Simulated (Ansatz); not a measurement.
## Deforming CsH

```
CELL_PARAMETERS angstrom
3.81841 0.00000 0.00000
0.00000 3.81841 0.00000
0.00000 0.00000 3.81841
ATOMIC_POSITIONS crystal
Cs 0.00000 0.00000 0.00000
H 0.50000 0.50000 0.50000
```

Atom numbers follow the list: Cs1, H2.

The conventional cell has a = 3.818 Å, b = 3.818 Å, c = 3.818 Å, α = 90.00°, β = 90.00°, γ = 90.00°. Cs (atom 1) is surrounded by 8 H at 3.31 Å. H (atom 2) is surrounded by 8 Cs at 3.31 Å.

The cell is the one relaxed in the Materials Project (mp-632319), not relaxed further here; entries there can be hypothetical.

No spin–orbit coupling, which matters for the heavy atoms here.

Level of theory: Ansatz 0.2.0, DFT, r2SCAN, all-electron PAW with datasets made for the crystal, scalar-relativistic.

Sampling and basis: a Γ-centred 8×8×8 k mesh, Fermi–Dirac smearing of 0.01 eV, cutoff 300 eV (chosen by the program for this cell), no spin polarisation.

The unchanged cell is at -0.04 GPa.

x, y and z are the Cartesian axes of the cell as listed; fractional coordinates follow a strain, and an engineering shear is twice the off-diagonal strain component.

Vzz stands for the principal value of largest size of the field-gradient tensor, whatever its axis.

No spin–orbit coupling: at heavy atoms the gradients can be off by tens of per cent for that reason.

(1) With this change (z strained by +4 % at fixed volume), what becomes of the energy and stress and field gradients and gap?

(2) With this change (z strained by +2 % at fixed volume), what becomes of the energy and stress and field gradients and gap?

With atom 1 (Cs) moved by (0.0693, 0.0693, 0.0693) Å: energy change +2 meV/atom; stress change (xx, yy, zz, yz, xz, xy) 0.04, 0.04, 0.04, 0.03, 0.03, 0.03 GPa, compression positive; change of the force on Cs1 (-0.032, -0.032, -0.032) eV/Å; Vzz in 10²¹ V/m²: Cs1 0 → -0.11 (η = 0.00), H2 0 → 0 (under 0.004); gap on the k mesh 3.18 → 3.21 eV.

(3) What force constant does this one finite step give for Cs1 along its displacement (all its periodic images move with it)?

## Answers

(1) Energy change +9 meV/atom; stress change (xx, yy, zz, yz, xz, xy) 0.89, 0.89, -1.65, 0.00, 0.00, 0.00 GPa, compression positive; Vzz in 10²¹ V/m²: Cs1 0 → -2.90 (η = 0.00), H2 0 → 0.01 (η = 0.00); gap on the k mesh 3.18 → 2.88 eV.

(2) Energy change +2 meV/atom; stress change (xx, yy, zz, yz, xz, xy) 0.44, 0.44, -0.85, 0.00, 0.00, 0.00 GPa, compression positive; Vzz in 10²¹ V/m²: Cs1 0 → -1.43 (η = 0.00), H2 0 → 0.00 (η = 0.00); gap on the k mesh 3.18 → 3.04 eV.

(3) k = −ΔF·u/|u|² = 0.46 eV/Å², so the force pulls the atom back.
